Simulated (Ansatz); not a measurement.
# MoSe (zincblende): which electronic and magnetic state is lowest

Which start takes MoSe (zincblende) lowest in energy? The start comes from a prototype table, not from a measured structure.

Method: DFT r²SCAN, scalar-relativistic, plane waves, PAW, in Ansatz 0.2.0.

1 further run of the same task is left out (it didn't finish). Runs told in other sessions of the task aren't counted.

**1. Starting point**

The structure is cubic, space group F-43m (No. 216). The conventional cell has a = 5.663 Å, b = 5.663 Å, c = 5.663 Å, α = 90.00°, β = 90.00°, γ = 90.00°. Mo (site symmetry -43m) is surrounded by 4 Se at 2.45 Å. Se (site symmetry -43m) is surrounded by 4 Mo at 2.45 Å.

Structure file:

```xyz
2
Lattice="0.0000 2.8314 2.8314 2.8314 0.0000 2.8314 2.8314 2.8314 0.0000" Properties=species:S:1:pos:R:3 pbc="T T T"
Mo    0.0000    0.0000    0.0000
Se    1.4157    1.4157    1.4157
```

An earlier run at r²SCAN left this cell at 22.700 Å³/atom and 0.00 GPa (10×10×10 mesh), no gap, spin moments in the atoms' spheres Mo 0.93 μB.

**2. No spin polarisation**

The input, input.yaml:

```yaml
crystal:
  lattice:
    - [0.0, 2.8314484773, 2.8314484773]
    - [2.8314484773, 0.0, 2.8314484773]
    - [2.8314484773, 2.8314484773, 0.0]
  atoms:
    - { symbol: Mo, position: [0.0, 0.0, 0.0] }
    - { symbol: Se, position: [0.25, 0.25, 0.25] }
basis:
  ecutwfc: 500
  ecutrho_ratio: 4
kpoints:
  mp_grid: { grid: [10, 10, 10] }
hamiltonian:
  xc: r2scan
scf:
  occupations: { method: gaussian, width: 0.05 }
output:
  forces: true
  stress: true
  eigenvalues: true
```

Run with:

```
$ ansatz run input.yaml --threads 2 --pin off --max-ram 2662MiB --backend cpu --events-out ev --progress --plain --runs-dir out
```

The log of the run, shortened:

```text
Warning: RAYON_NUM_THREADS=2 ignored (pool sized by the plan → 2); use --threads N
[...]
Pseudopotentials: kind: paw
Pseudopotential: Mo, paw, valence charge 14, recommended cutoff 500 eV (meta_gga), Mo.paw.azcp
Pseudopotential: Se, paw, valence charge 16, recommended cutoff 500 eV (meta_gga), Se.paw.azcp
Functional definition: r2SCAN
[...]
Crystal: 2 atoms, lattice volume = 45.400 Å³
Basis set: ecut = 500 eV, 1139 PW (Γ), exchange–correlation on 120×120×120 points (64 copies of the dense FFT grid, shifted against one another)
Bands: 19, of which v1, the nominal top of the filled ones, is band 15 counted from 1 (14 counted from 0)
Symmetry: 24 space group operations
Space group: F-43m (ITA 216), of the structure as read, at distance tolerance 3.6e-5 Å
k-points: 47 of 1000 (time reversal used)
[...]
SCF iter   1: F=—  HF=-10444.853076 eV  |F-HF|=—  |Δ(HF+E_count)|=         —  Δρ=9.18e-3  dr2=3.02e-2  dr2_τ=2.39e-2  ethr=1.77e-3  ⟨swp⟩=6.0  Hψ=4206  notcnv=0
[...]
SCF iter   7: F=-10444.855750 eV  HF=-10444.855750 eV  |F-HF|=1.92e-9  |Δ(HF+E_count)|=   2.58e-7  Δρ=2.87e-6  dr2=4.14e-9  dr2_τ=2.04e-10  ethr=3.33e-10  ⟨swp⟩=5.9  Hψ=3730  notcnv=0
[...]
SCF converged after 7 iterations
Free energy (F): -10444.855750 eV
[...]
E sigma→0 (E₀):  -10444.854199 eV
Entropy (-TS):   -0.003103 eV (-1.551 meV/atom)
Fermi energy:    11.752232 eV
[...]
--- Forces (eV/Å), atoms counted from 1 ---
  atom   1  Mo     0.00000000    -0.00000000    -0.00000000
  atom   2  Se    -0.00000000     0.00000000    -0.00000000
[...]
--- Stress (GPa, compression-positive) ---
       -2.555639      -0.000000      -0.000000
       -0.000000      -2.555639      -0.000000
        0.000000      -0.000000      -2.555639
  P = ⅓ Tr σ = -2.5556 GPa (-25.556 kbar)
--- Band table (eV; the first three rows and the last of 47) ---
  k-point 0: bands = ["-50.9608", "-37.9655", "-37.9655", "-37.9655", "-37.9528", "-37.9528", "-24.3836", "-24.3836", "-24.3836", "-3.6853", "6.5578", "6.5578", "6.5578", "11.1285", "11.1285", "13.3735", "16.1951", "16.1951", "16.1951"]
[...]
```

Wall time 3.5 s (2 threads of Arm Neoverse V2, shared host); peak memory 0.47 GiB.

In short: volume 22.700 Å³/atom, pressure -2.56 GPa, metallic.

**3. Antiferromagnetic, doubled cell, propagation vector (0, 0, 1/2)**

The input, input.yaml:

```yaml
crystal:
  lattice:
    - [0.0, 2.8314484773, 2.8314484773]
    - [2.8314484773, 0.0, 2.8314484773]
    - [5.6628969546, 5.6628969546, 0.0]
  atoms:
    - { symbol: Mo, position: [0.0, 0.0, 0.0], spin: 3.0 }
    - { symbol: Se, position: [0.25, 0.25, 0.125] }
    - { symbol: Mo, position: [0.0, 0.0, 0.5], spin: -3.0 }
    - { symbol: Se, position: [0.25, 0.25, 0.625] }
basis:
  ecutwfc: 500
  ecutrho_ratio: 4
kpoints:
  mp_grid: { grid: [10, 10, 5] }
hamiltonian:
  xc: r2scan
scf:
  occupations: { method: gaussian, width: 0.05 }
output:
  forces: true
  stress: true
  eigenvalues: true
  populations: true
  write_density: true
  write_potential: true
  elf: true
  volumetric_format: npy
magnetization:
  spin_polarized: true
```

Run with:

```
$ ansatz run input.yaml --threads 2 --pin off --max-ram 2662MiB --backend cpu --events-out ev --progress --plain --runs-dir out
```

The log of the run:

```text
Warning: RAYON_NUM_THREADS=2 ignored (pool sized by the plan → 2); use --threads N
Engine: ansatz 0.2.0, aarch64-unknown-linux-gnu
[... 4 set-up lines as earlier in the session ...]
  parameter k0 = 0.174
  parameter k1 = 0.065
  parameter a1 = 4.9479
  exchange = r2scan_x(k0 = k0, k1 = k1, a1 = a1)
  correlation = r2scan_c
Crystal: 4 atoms, lattice volume = 90.800 Å³
Basis set: ecut = 500 eV, 2297 PW (Γ), exchange–correlation on 120×120×240 points (64 copies of the dense FFT grid, shifted against one another)
Bands: 40, of which v1, the nominal top of the filled ones, is band 30 counted from 1 (29 counted from 0)
Symmetry: 6 space group operations
Space group: R3m (ITA 160), of the structure as read, at distance tolerance 4.5e-5 Å
Magnetic group: BNS 160.68 (UNI 1298), of the structure as read, at distance tolerance 4.5e-5 Å
k-points: 58 of 500 (time reversal used)
Non-local potential: Mo, projectors of the file, l = 0: 3, l = 1: 2, l = 2: 2, l = 3: 1
Non-local potential: Se, projectors of the file, l = 0: 2, l = 1: 2, l = 2: 3, l = 3: 1
PAW form: soft (Blöchl's): semilocal exchange-correlation on the pseudo side does not see the compensation charge
PAW frozen core: Mo, regenerated for the run's functional (the file was generated under x = pbe(κ = 0.804, μ = 0.2195149727645171), c = pbe(β = 0.06672455060314922))
PAW frozen core: Se, regenerated for the run's functional (the file was generated under x = pbe(κ = 0.804, μ = 0.2195149727645171), c = pbe(β = 0.06672455060314922))
PAW one-centre angular grid: Mo, 590 points (default); XC on 160 Gauss nodes
PAW one-centre angular grid: Se, 590 points (default); XC on 160 Gauss nodes
Initial density: superposition of atomic densities (chi_scale 0.1, normalization cell)
Starting moments: Σ|m| = 6 μB on 2 of 4 sites
Starting magnetic order: antiferromagnet; a translation exchanges its spin sublattices: spin-degenerate at every k-point
Initial wavefunctions: pseudopotential atomic-orbital guess
Functional: x = r2scan, c = r2scan; τ floored in thin density (d = 2e-4 eV/Å³)
SCF iter   1: F=—  HF=-20890.291026 eV  |F-HF|=—  |Δ(HF+E_count)|=         —  Δρ=2.80e-2 (↑2.80e-2 ↓2.80e-2)  dr2=3.07e0  dr2_τ=4.92e-2  dr2_m=1.62e-1  M=0.000 μB ∫|m|=5.020 μB  β_m=0.30  ethr=3.10e-3  ⟨swp⟩=6.0  Hψ=8686  notcnv=0
Mixer restart at iter 1: flushing history
preconditioner: auto → Kerker (q_TF=auto, 2.546 Å⁻¹)  [metal: Δε(μ)=0.023 eV  Ē_g=9.577 eV  σ=0.050 eV  W_gap=0.24  n_scr=28 (ndim 8)  ℏωp=19.1 eV  f_vac=0.000  D(μ)=5.21/eV (n_scr^D=48)]
spin=Collinear: Kerker preconditioning applied to the charge; magnetization (m = ρ↑ − ρ↓) channel mixes plain (no charge-response kernel on spin).
SCF iter   2: F=—  HF=-20889.949285 eV  |F-HF|=—  |Δ(HF+E_count)|=   3.42e-1  Δρ=2.06e-2 (↑2.06e-2 ↓2.06e-2)  dr2=1.48e0  dr2_τ=6.98e-3  dr2_m=1.02e-1  M=0.000 μB ∫|m|=4.915 μB  β_m=0.30  ethr=3.10e-3  ⟨swp⟩=2.0  Hψ=3174  notcnv=0  defer=173  κ⁻¹=1.0e0(r=1)
SCF iter   3: F=—  HF=-20889.712695 eV  |F-HF|=—  |Δ(HF+E_count)|=   2.37e-1  Δρ=8.34e-3 (↑8.34e-3 ↓8.34e-3)  dr2=9.04e-2  dr2_τ=2.15e-3  dr2_m=2.51e-2  M=0.000 μB ∫|m|=4.632 μB  β_m=0.30  ethr=2.47e-3  ⟨swp⟩=2.0  Hψ=3307  notcnv=0  defer=173  κ⁻¹=4.4e-2(r=2)
SCF iter   4: F=—  HF=-20889.871088 eV  |F-HF|=—  |Δ(HF+E_count)|=         —  Δρ=9.82e-3 (↑9.82e-3 ↓9.82e-3)  dr2=4.41e-2  dr2_τ=4.44e-3  dr2_m=6.16e-2  M=0.000 μB ∫|m|=4.111 μB  β_m=0.30  ethr=1.51e-4  ⟨swp⟩=3.0  Hψ=4791  notcnv=0  defer=177
Mixer restart at iter 4: flushing history
SCF iter   5: F=—  HF=-20889.898105 eV  |F-HF|=—  |Δ(HF+E_count)|=   2.70e-2  Δρ=8.09e-3 (↑8.09e-3 ↓8.09e-3)  dr2=2.95e-2  dr2_τ=6.30e-4  dr2_m=4.28e-2  M=0.000 μB ∫|m|=4.014 μB  β_m=0.30  ethr=7.35e-5  ⟨swp⟩=1.6  Hψ=2367  notcnv=0  defer=177  κ⁻¹=1.0e0(r=1)
SCF iter   6: F=—  HF=-20889.956350 eV  |F-HF|=—  |Δ(HF+E_count)|=   5.82e-2  Δρ=3.11e-3 (↑3.11e-3 ↓3.11e-3)  dr2=5.30e-3  dr2_τ=7.21e-5  dr2_m=6.71e-3  M=0.000 μB ∫|m|=3.709 μB  β_m=0.30  ethr=4.91e-5  ⟨swp⟩=2.0  Hψ=4463  notcnv=0  defer=177  κ⁻¹=5.4e-2(r=2)
SCF iter   7: F=—  HF=-20889.961452 eV  |F-HF|=—  |Δ(HF+E_count)|=   5.10e-3  Δρ=1.33e-3 (↑1.33e-3 ↓1.33e-3)  dr2=2.28e-3  dr2_τ=5.77e-5  dr2_m=7.24e-4  M=0.000 μB ∫|m|=3.548 μB  β_m=0.30  ethr=8.84e-6  ⟨swp⟩=2.0  Hψ=4497  notcnv=0  defer=177  κ⁻¹=5.8e-3(r=3)
SCF iter   8: F=—  HF=-20889.965713 eV  |F-HF|=—  |Δ(HF+E_count)|=   4.26e-3  Δρ=4.94e-4 (↑4.94e-4 ↓4.94e-4)  dr2=3.39e-4  dr2_τ=8.58e-6  dr2_m=1.05e-4  M=0.000 μB ∫|m|=3.465 μB  β_m=0.30  ethr=3.80e-6  ⟨swp⟩=2.0  Hψ=4123  notcnv=0  defer=177  κ⁻¹=4.3e-4(r=4)
SCF iter   9: F=—  HF=-20889.965762 eV  |F-HF|=—  |Δ(HF+E_count)|=   4.91e-5  Δρ=4.32e-4 (↑4.32e-4 ↓4.32e-4)  dr2=2.82e-4  dr2_τ=4.67e-6  dr2_m=7.83e-5  M=0.000 μB ∫|m|=3.460 μB  β_m=0.30  ethr=5.65e-7  ⟨swp⟩=2.0  Hψ=3579  notcnv=0  defer=177  κ⁻¹=1.7e-4(r=5)
SCF iter  10: F=—  HF=-20889.966042 eV  |F-HF|=—  |Δ(HF+E_count)|=   2.81e-4  Δρ=1.68e-4 (↑1.68e-4 ↓1.68e-4)  dr2=4.29e-5  dr2_τ=5.45e-7  dr2_m=1.28e-5  M=0.000 μB ∫|m|=3.446 μB  β_m=0.30  ethr=4.70e-7  ⟨swp⟩=2.0  Hψ=4057  notcnv=0  defer=177  κ⁻¹=3.7e-5(r=6)
SCF iter  11: F=—  HF=-20889.966066 eV  |F-HF|=—  |Δ(HF+E_count)|=   2.39e-5  Δρ=7.46e-5 (↑7.46e-5 ↓7.46e-5)  dr2=1.04e-5  dr2_τ=1.35e-7  dr2_m=1.87e-6  M=0.000 μB ∫|m|=3.436 μB  β_m=0.30  ethr=7.15e-8  ⟨swp⟩=2.0  Hψ=4115  notcnv=0  defer=177  κ⁻¹=1.5e-5(r=7)
SCF iter  12: F=—  HF=-20889.966076 eV  |F-HF|=—  |Δ(HF+E_count)|=   9.47e-6  Δρ=4.74e-5 (↑4.74e-5 ↓4.74e-5)  dr2=5.51e-6  dr2_τ=5.13e-8  dr2_m=4.47e-7  M=0.000 μB ∫|m|=3.431 μB  β_m=0.30  ethr=1.73e-8  ⟨swp⟩=2.0  Hψ=3848  notcnv=0  defer=177  κ⁻¹=8.4e-6(r=8)
SCF iter  13: F=—  HF=-20889.966086 eV  |F-HF|=—  |Δ(HF+E_count)|=   1.01e-5  Δρ=1.60e-5 (↑1.60e-5 ↓1.60e-5)  dr2=5.38e-7  dr2_τ=4.09e-9  dr2_m=1.13e-7  M=0.000 μB ∫|m|=3.429 μB  β_m=0.30  ethr=9.18e-9  ⟨swp⟩=2.0  Hψ=4003  notcnv=0  defer=177  κ⁻¹=1.3e-6(r=8)
SCF iter  14: F=—  HF=-20889.966086 eV  |F-HF|=—  |Δ(HF+E_count)|=   4.33e-7  Δρ=1.27e-5 (↑1.27e-5 ↓1.27e-5)  dr2=3.22e-7  dr2_τ=2.61e-9  dr2_m=6.71e-8  M=0.000 μB ∫|m|=3.429 μB  β_m=0.30  ethr=8.97e-10  ⟨swp⟩=2.0  Hψ=2906  notcnv=0  defer=177  κ⁻¹=3.4e-6(r=8)
SCF iter  15: F=—  HF=-20889.966087 eV  |F-HF|=—  |Δ(HF+E_count)|=   4.51e-7  Δρ=3.93e-6 (↑3.93e-6 ↓3.93e-6)  dr2=4.48e-8  dr2_τ=2.98e-10  dr2_m=5.70e-9  M=0.000 μB ∫|m|=3.430 μB  β_m=0.30  ethr=5.36e-10  ⟨swp⟩=2.0  Hψ=4060  notcnv=0  defer=177  κ⁻¹=5.0e-7(r=8)
SCF iter  16: F=—  HF=-20889.966087 eV  |F-HF|=—  |Δ(HF+E_count)|=   1.24e-8  Δρ=3.15e-6 (↑3.15e-6 ↓3.15e-6)  dr2=2.17e-8  dr2_τ=1.76e-10  dr2_m=4.41e-9  M=0.000 μB ∫|m|=3.430 μB  β_m=0.30  ethr=7.47e-11  ⟨swp⟩=11.4  Hψ=14221  notcnv=0  κ⁻¹=5.5e-6(r=8)
SCF iter  17: F=-20889.966087 eV  HF=-20889.966087 eV  |F-HF|=1.73e-9  |Δ(HF+E_count)|=   7.48e-9  Δρ=1.15e-6 (↑1.15e-6 ↓1.15e-6)  dr2=3.04e-9  dr2_τ=3.14e-11  dr2_m=2.99e-10  M=0.000 μB ∫|m|=3.430 μB  ethr=3.61e-11  ⟨swp⟩=7.0  Hψ=10827  notcnv=0
SCF 1 converged in 17 iterations: F = -20889.966087 eV  dr2 = 3.04e-9
this state was not tested for a lower state beside it, because the mixer in use, unlike msr1, does not test its closes by its own steps (another_mixer; see scf.mixing.algorithm and scf.lower_state_search)
SCF converged after 17 iterations
Magnetization: 0.0000 μB (30.0000 up, 30.0000 down)
Absolute magnetization: 3.4286 μB (∫|ρ↑−ρ↓|, with the PAW one-centre terms)
Spin contamination: 1.4547 ħ² per cell (⟨S²⟩ above its minimum at these occupations)
Per-site moments (μB) at R_I (Å): [(1.1644050595001252, 1.0114938532250337), (-0.015844378155802617, 1.0114938532250337), (-1.1644050595001252, 1.0114938532250337), (0.015844378155802693, 1.0114938532250337)]
Free energy (F): -20889.966087 eV
Harris-Foulkes:  -20889.966087 eV  (|F-HF|=1.73e-9)
Internal energy: -20889.961819 eV  (E = F + TS)
E sigma→0 (E₀):  -20889.963953 eV
Entropy (-TS):   -0.004268 eV (-1.067 meV/atom)
Fermi energy:    11.979345 eV
--- Per-component energies (eV) ---
  E_band       = -1100.677210
  E_kinetic    = 1122.186300
  E_local      = -7408.207953  (includes V_loc(G=0)·N_el)
  E_nonlocal   = -895.887350
  E_hartree    = 3320.364680
  E_xc         = -551.630743
  E_vxc        = -720.940044  (∫ρ·V_xc dr)
  E_paw        = -10289.665059  (= ΣΔE_a)
  E_vpaw       = 117.297487  (= ΣTr[D̂ρ^β])
  E_aug_tail   = -0.000412  (compensation charges beyond the density's cutoff)
  E_vtau       = 44.145437  (kinetic-family band-sum trace: ∫τ·v_τ [+ j·A + Jᵃ·Aᵃ] dr)
  E_ewald      = -6183.149334
  E_core_change = -3.971948  (= ΣΔE_core)
  E_smearing   = -0.004268  (= −TS)
  E_closure    = 0.000000  (closes the sum)
  Σ components = -20889.966087   (vs F -20889.966087, Δ=0.00e0)
--- Forces (eV/Å), atoms counted from 1 ---
  atom   1  Mo     0.00309935     0.00309935    -0.00309935
  atom   2  Se    -0.00309144    -0.00309144     0.00309144
  atom   3  Mo     0.00309935     0.00309935    -0.00309935
  atom   4  Se    -0.00309144    -0.00309144     0.00309144
  max |Σ_I F_I| component: 1.58e-5 eV/Å
--- Stress (GPa, compression-positive) ---
        1.250986       0.475505      -0.475505
        0.475505       1.250986      -0.475505
       -0.475505      -0.475505       1.250986
  P = ⅓ Tr σ = 1.2510 GPa (12.510 kbar)
--- Band table (eV; the first three rows and the last of 116) ---
  k-point 0 ↑: bands = ["-51.6194", "-50.4621", "-37.8710", "-37.8710", "-37.8644", "-37.8640", "-37.8640", "-37.8599", "-37.8540", "-37.8540", "-37.8510", "-37.8510", "-25.1395", "-25.1261", "-25.1261", "-23.8179", "-23.8179", "-23.7858", "-3.6541", "-2.9890", "5.8925", "6.4985", "6.4985", "6.5423", "6.9390", "6.9390", "10.4384", "10.4384", "11.7440", "12.2450", "12.2450", "13.3619", "14.1056", "14.1056", "15.9236", "16.1872", "16.1872", "16.2217", "19.7829", "19.7829"]
  k-point 1 ↑: bands = ["-51.6194", "-50.4621", "-37.8710", "-37.8710", "-37.8641", "-37.8640", "-37.8640", "-37.8601", "-37.8540", "-37.8540", "-37.8510", "-37.8510", "-25.1393", "-25.1261", "-25.1261", "-23.8179", "-23.8179", "-23.7862", "-3.5926", "-3.0543", "5.8985", "6.4267", "6.5337", "6.5337", "6.9215", "6.9215", "10.3696", "10.3696", "12.1028", "12.1160", "12.1160", "13.6767", "14.4380", "14.4380", "15.7498", "16.0367", "16.1160", "16.1160", "19.3735", "19.6651"]
  k-point 2 ↑: bands = ["-51.6194", "-50.4621", "-37.8710", "-37.8710", "-37.8640", "-37.8640", "-37.8637", "-37.8606", "-37.8541", "-37.8541", "-37.8510", "-37.8510", "-25.1389", "-25.1261", "-25.1261", "-23.8179", "-23.8179", "-23.7867", "-3.4295", "-3.2236", "5.9626", "6.1944", "6.6032", "6.6032", "6.8810", "6.8810", "10.2623", "10.2623", "11.9537", "11.9537", "12.9879", "14.0591", "15.0960", "15.0960", "15.2110", "15.8202", "15.8202", "15.8956", "18.6581", "18.7508"]
  k-point 57 ↓: bands = ["-51.6176", "-50.4602", "-37.8702", "-37.8685", "-37.8635", "-37.8633", "-37.8620", "-37.8598", "-37.8542", "-37.8540", "-37.8510", "-37.8509", "-25.1706", "-25.1504", "-25.1326", "-23.8665", "-23.8437", "-23.7795", "-2.8782", "-2.7891", "6.1903", "6.3078", "6.4340", "6.6119", "7.1895", "7.5489", "10.0310", "10.5976", "10.6676", "11.3339", "11.5371", "12.6590", "12.8417", "13.4964", "13.9731", "14.6369", "18.1343", "18.8860", "19.0162", "19.6000"]
--- Löwdin populations: 4 sites ---
  site symbol       q [e]    m [muB]
     0     Mo     13.8300     1.6707
     1     Se     16.0137    -0.0457
     2     Mo     13.8300    -1.6707
     3     Se     16.0137     0.0457
  spilling = 0.005210 (of n_electrons = 60.000000)
```

Run time: 46 s. Hardware: 2 threads of Arm Neoverse V2, shared host; peak memory 0.75 GiB.

Result: volume 22.700 Å³/atom, pressure 1.25 GPa, a metal on this mesh, spin moments in the atoms' spheres Mo 1.16, -1.16 μB.

Spin moments on the atoms, as numbers (without spin–orbit coupling a common turn of all moments is arbitrary):

| atom | x (μB) | y (μB) | z (μB) |
| --- | --- | --- | --- |
| Mo1 | 0.00 | 0.00 | 1.16 |
| Mo3 | 0.00 | 0.00 | -1.16 |

Density in a lattice plane of the grid's cell (edges 4.00 and 8.01 Å, at 0.000 of the third edge), which holds Mo.

Ten even steps from ' ' (0.05 e/Å³) to '@' (6.31 e/Å³):
```
@@@@**..            ..++
::==--..                
                        
                        
                        
      ....              
      ......            
::..              ..--==
@@++..            ..**@@
@@@@==..          ..==@@
@@@@**..            ..++
::==--..                
                        
                        
                        
      ....              
      ......            
::..              ..--==
@@++..            ..**@@
@@@@==              ==@@
```
Columns run along the first of these edges and rows up along the second, over one cell in 12 and 20 even steps from the bottom left corner. Atoms in the plane (fractional): Mo at (0.00, 0.00), Mo at (1.00, 0.50).

ELF in the same plane.

Ten even steps from '0' (0.11) to '9' (0.74):
```
889500221049
687400000002
122100000000
456654200012
689998630002
489999851001
159999971121
624899972378
884378872498
278215651287
889501221049
687400000002
122100000000
456654200012
689998630002
489999851001
159999971121
624999972389
983378872498
178215651287
```
Columns run along the first of these edges and rows up along the second, over one cell in 12 and 20 even steps from the bottom left corner. Atoms in the plane (fractional): Mo at (0.00, 0.00), Mo at (1.00, 0.50).

Both are smooth fields of the valence electrons: close to the nuclei they are not physical.

Spin density (up less down) in a lattice plane of the grid's cell (edges 4.00 and 8.01 Å, at 0.000 of the third edge), which holds Mo.

Ten even steps from ' ' (-0.37 e/Å³) to '@' (0.38 e/Å³):
```
@@@@%%**++++====++++**##
##%%##**++++++====++++**
++++++++++++++======++++
========================
========================
========================
======++++++======------
::--====++++++====--::..
  ..--====++++====--..  
    ..--==========--..  
    ..--============--..
::..::--==============--
====--==================
========================
====++++++====++++++++++
++++==========++++++++++
++++==========++++++****
##**++========++++**##%%
%%%%**++======++++**%%%%
@@@@%%**++======++**%%@@
```
Columns run along the first of these edges and rows up along the second, over one cell in 12 and 20 even steps from the bottom left corner. Atoms in the plane (fractional): Mo at (0.00, 0.00), Mo at (1.00, 0.50).

Outside the cores ELF peaks at 0.80 on the Se–Mo line, 0.9 Å from Se; 0.80 in the shell around Se, 0.8 Å from Se.

ELF in the plane through atom 1 (Mo) and two of its nearest Se neighbours, 7.2 Å on a side, that atom in the middle and its first bond to the right.

Ten even steps from ' ' (0.01) to '@' (0.80):
```
##++--::....::==++******++--::..........::------::
====++==----**%%%%@@@@@@%%++--..      ............
%%%%@@%%====%%@@%%**##@@%%##==..          ........
##==**%%==++@@@@++..::**%%##==..              ....
@@##%%%%====%%@@**--++%%@@##==..            ......
%%%%##==::--##@@@@@@@@@@%%**--..    ..::------::::
::::......::++##%%%%##++----::::::--++**######++--
..........::::----::--++**##++--==##%%%%@@@@@@%%**
..................--##%%%%@@%%==++%%@@##++**%%%%##
  ......::........==%%##::**##==++@@@@==..::##@@##
..................==%%@@%%@@##--++@@@@##++**%%@@##
==--::............::++####**--::--##%%@@@@@@@@##++
##**==::..    ......::::........::==**####++==----
@@%%##==..        ..............::::::::::==**##%%
##@@##++..            ..................==%%%%##%%
**%%##++..              ................++%%##==##
@@@@##==..        ......................==%%@@@@@@
@@##==::......--==++++==--::::..........::==++++==
--------::--++##%%%%%%%%##++::..      ....::......
```
Atoms in the plane (Å from the middle): Mo (-3.3, 2.3), Se (-0.8, 2.3), Mo (0.0, 0.0), Se (2.5, 0.0), Mo (3.3, -2.3).

[end of part 1 of 2]
